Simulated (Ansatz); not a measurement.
The cell is COD entry 1539502, as deposited and not checked against the literature; nothing was relaxed. The listed cell was then made from it by scaling, straining or moving an atom.

HfC: DFT, PBE, all-electron LAPW, scalar-relativistic (Ansatz 0.2.0). What sets it apart from a plain run of this crystal: equal xx and yy strain of +1 %.

Command: `ansatz run input.yaml --threads 1 --pin off --max-ram 3072MiB --backend cpu --events-out ev --progress --plain --runs-dir out` The run took 40 s on 1 thread of Intel(R) Xeon(R) 6975P-C (Granite Rapids), on a shared host, peak memory 0.87 GiB.

```yaml
crystal:
  lattice:
    - [0.0, 2.34825, 2.325]
    - [2.34825, 0.0, 2.325]
    - [2.34825, 2.34825, 0.0]
  atoms:
    - { symbol: Hf, position: [0.5, 0.5, 0.5] }
    - { symbol: C, position: [0.0, 0.0, 0.0] }
kpoints:
  mp_grid: { grid: [15, 15, 15] }
  band_path:
    path:
      - [0.0, 0.0, 0.0]
      - [0.0, 0.5, 0.5]
      - [0.25, 0.75, 0.5]
      - [0.0, 0.5, 0.0]
      - [0.0, 0.0, 0.0]
      - [0.5, 0.5, 0.0]
      - [0.3775125, 0.6224875, 0.0]
      - [-0.3775125, 0.3775125, 0.0]
      - [0.0, 0.0, 0.0]
    npoints: 5
scf:
  occupations: { method: fermi_dirac, width: 0.05 }
hamiltonian:
  xc: pbe
  pseudopotentials: { kind: all_electron, lapw: { basis_error: 0.001 } }
output:
  forces: true
  stress: true
  eigenvalues: true
```

Output (standing set-up lines are left out):

```
Crystal: 2 atoms, lattice volume = 25.641 Å³
Basis set: ecut = 302.6134976038913 eV, 323 PW (Γ), exchange–correlation at level 2
Symmetry: 16 space group operations
Space group: I4/mmm (ITA 139), of the structure as read, at distance tolerance 2.9e-5 Å
k-points: 288 of 3375
iter 1 solved again at ethr=1.26e-2 eV; its pass at ethr=1.00e-1 eV (dr2=6.04e0 eV) is discarded
SCF iter   1: F=—  HF=-411290.934564 eV  |F-HF|=—  |Δ(HF+E_count)|=         —  Δρ=1.28e-1  dr2=6.04e0  ethr=1.26e-2  ⟨swp⟩=2.0  Hψ=49840  notcnv=0
preconditioner: auto → Kerker (q_TF=auto, 3.029 Å⁻¹)  [metal: Δε(μ)=0.021 eV  Ē_g=18.038 eV  σ=0.050 eV  W_gap=0.11  n_scr=14 (ndim 8)  ℏωp=38.8 eV  f_vac=0.000  D(μ)=0.08/eV (n_scr^D=0)]
iter 2 solved again at ethr=5.72e-4 eV; its pass at ethr=1.26e-2 eV (dr2=2.75e-1 eV) is discarded
SCF iter   2: F=—  HF=-411288.966595 eV  |F-HF|=—  |Δ(HF+E_count)|=    1.97e0  Δρ=2.95e-2  dr2=2.75e-1  ethr=5.72e-4  ⟨swp⟩=2.0  Hψ=42489  notcnv=0
SCF iter   3: F=—  HF=-411288.967118 eV  |F-HF|=—  |Δ(HF+E_count)|=         —  Δρ=2.82e-2  dr2=2.99e-1  ethr=5.72e-4  ⟨swp⟩=2.0  Hψ=26060  notcnv=0
the basis was enlarged: its passes take 332.7 KiB over the memory plan, 1 of 1 planned eigensolver slots
SCF iter   4: F=—  HF=-411288.989968 eV  |F-HF|=—  |Δ(HF+E_count)|=   2.28e-2  Δρ=1.62e-2  dr2=1.02e-1  ethr=5.72e-4  ⟨swp⟩=2.0  Hψ=23540  notcnv=0
SCF iter   5: F=—  HF=-411288.937634 eV  |F-HF|=—  |Δ(HF+E_count)|=   5.23e-2  Δρ=3.88e-3  dr2=4.89e-3  ethr=2.12e-4  ⟨swp⟩=2.4  Hψ=25043  notcnv=0
SCF iter   6: F=—  HF=-411288.936552 eV  |F-HF|=—  |Δ(HF+E_count)|=   1.08e-3  Δρ=1.30e-3  dr2=6.42e-4  ethr=1.02e-5  ⟨swp⟩=2.0  Hψ=24939  notcnv=0
SCF iter   7: F=—  HF=-411288.936481 eV  |F-HF|=—  |Δ(HF+E_count)|=   7.07e-5  Δρ=4.96e-4  dr2=8.26e-5  ethr=1.34e-6  ⟨swp⟩=2.0  Hψ=24949  notcnv=0
SCF iter   8: F=—  HF=-411288.936486 eV  |F-HF|=—  |Δ(HF+E_count)|=   4.83e-6  Δρ=1.68e-4  dr2=9.65e-6  ethr=1.72e-7  ⟨swp⟩=2.0  Hψ=24949  notcnv=0
SCF iter   9: F=—  HF=-411288.936482 eV  |F-HF|=—  |Δ(HF+E_count)|=   3.45e-6  Δρ=5.16e-5  dr2=7.87e-7  ethr=2.01e-8  ⟨swp⟩=2.5  Hψ=25384  notcnv=0
SCF iter  10: F=-411288.936482 eV  HF=-411288.936482 eV  |F-HF|=1.97e-8  |Δ(HF+E_count)|=   5.30e-9  Δρ=1.30e-5  dr2=4.41e-8  ethr=1.64e-9  ⟨swp⟩=2.5  Hψ=25380  notcnv=0
SCF 1 converged in 10 iterations: F = -411288.936482 eV  dr2 = 4.41e-8
NSCF: frozen V_eff on 41 k-points
SCF converged after 10 iterations
Free energy (F): -411288.936482 eV
Harris-Foulkes:  -411288.936482 eV  (|F-HF|=1.97e-8)
Internal energy: -411288.933391 eV  (E = F + TS)
E sigma→0 (E₀):  -411288.934937 eV
Entropy (-TS):   -0.003091 eV (-1.546 meV/atom)
Fermi energy:    20.024768 eV
--- Per-component energies (eV) ---
  E_band       = -4303.464511
  E_kinetic    = 457511.687200
  E_xc         = -8562.883268
  E_electrostatic = -860237.737323  (all electrons and nuclei)
  E_smearing   = -0.003091  (= −TS)
  E_closure    = 0.000000  (closes the sum)
  E_atoms      = -411270.553854  (free atoms, spherical and without spin; not in F)
  Σ components = -411288.936482   (vs F -411288.936482, Δ=0.00e0)
  Basis errors (estimates in eV, not in F): energy 3.7e-4 per atom: plane waves 3.2e-4 (1.8e-4 summed), levels above the bands 1.7e-60, relativity 4.5e-8, radial functions 4.2e-5, core shells 1.1e-7; eigenvalues (radial functions only) 3.2e-6; not estimated: angular momenta, meshes, grids; target (lapw.basis_error) 1.0e-3; muffin-tin radii C 0.956 Å, Hf 1.369 Å
--- Forces (eV/Å), atoms counted from 1 ---
  atom   1  Hf     0.00000000    -0.00000000    -0.00000000
  atom   2  C     -0.00000000     0.00000000    -0.00000000
  max |Σ_I F_I| component: 9.66e-30 eV/Å
--- Stress (GPa, compression-positive) ---
       -5.376019       0.000000      -0.000000
        0.000000      -5.376019      -0.000000
       -0.000000      -0.000000      -1.813474
  P = ⅓ Tr σ = -4.1885 GPa (-41.885 kbar)
--- Band table (eV; the first three rows and the last of 288) ---
  k-point 0: bands = ["-352.7085", "-352.7085", "-352.7034", "-244.5493", "-180.5826", "-180.5783", "-180.5783", "-180.5647", "-180.5590", "-41.1691", "-9.6290", "-9.6290", "-9.6174", "7.8134", "8.8598", "8.8689", "8.8689", "8.8739", "8.9442", "8.9442", "8.9450", "21.0594", "21.0594", "21.1074", "21.3650", "21.3650", "21.4685", "23.2804", "23.3985"]
  k-point 1: bands = ["-352.7085", "-352.7085", "-352.7034", "-244.5493", "-180.5826", "-180.5783", "-180.5783", "-180.5647", "-180.5590", "-41.1675", "-9.6548", "-9.6320", "-9.6230", "7.9181", "8.8614", "8.8714", "8.8717", "8.8767", "8.9419", "8.9423", "8.9446", "20.2513", "20.4830", "20.5315", "21.6161", "21.6637", "21.9433", "23.8298", "23.9498"]
  k-point 2: bands = ["-352.7085", "-352.7085", "-352.7034", "-244.5493", "-180.5826", "-180.5783", "-180.5783", "-180.5647", "-180.5590", "-41.1631", "-9.7348", "-9.6405", "-9.6311", "8.2146", "8.8657", "8.8783", "8.8808", "8.8919", "8.9358", "8.9358", "8.9449", "19.1209", "19.6339", "19.6805", "21.9863", "22.0236", "22.3665", "24.9687", "25.0972"]
  k-point 287: bands = ["-352.7085", "-352.7085", "-352.7034", "-244.5493", "-180.5826", "-180.5783", "-180.5783", "-180.5647", "-180.5590", "-41.1193", "-10.1642", "-9.8636", "-9.8475", "8.8873", "8.8904", "8.8921", "8.9147", "8.9175", "8.9256", "8.9262", "9.7589", "17.4610", "18.1329", "19.7295", "20.0220", "25.4932", "26.5245", "26.5542", "28.3510"]
```
